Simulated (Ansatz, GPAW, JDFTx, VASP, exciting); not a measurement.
## Bi: 5 runs at one level of theory

```
CELL_PARAMETERS angstrom
2.26750 1.30914 3.93800
-2.26750 1.30914 3.93800
0.00000 -2.61828 3.93800
ATOMIC_POSITIONS crystal
Bi 0.76600 0.76600 0.76600
Bi 0.23400 0.23400 0.23400
```

Alike in all runs: task single point; functional PBEsol; k mesh 7 × 7 × 7; occupations gaussian, width 0.02 eV; no spin polarisation; no spin-orbit coupling. Pressure is positive in compression and, in plane waves, holds the error of the finite cutoff.

| program and potentials | plane-wave cutoff (eV) | notes | pressure (GPa) | largest force (eV/Å) |
| --- | --- | --- | --- | --- |
| exciting, all-electron LAPW+lo, shipped species files, valence relativity iora* | - | - | - | 0.143 |
| VASP, PBE PAW files Bi_d, release 54, 520 eV | 520 | potentials made for PBE | -0.41 | 0.134 |
| GPAW, PAW data sets generated for this functional | 600 | - | -0.44 | 0.123 |
| JDFTx, PseudoDojo-SR-PBEsol-0.4.1-standard with smoothed tails | 898 | - | -0.33 | 0.147 |
| Ansatz, all-electron LAPW, scalar-relativistic | - | - | ? | ? |

Estimate from the other rows what the run with Ansatz, all-electron LAPW, scalar-relativistic gave.

Pressure -0.34 GPa; largest force 0.129 eV/Å. The other rows, which needn't bracket it: pressure -0.44 to -0.33; largest force 0.123 to 0.147.
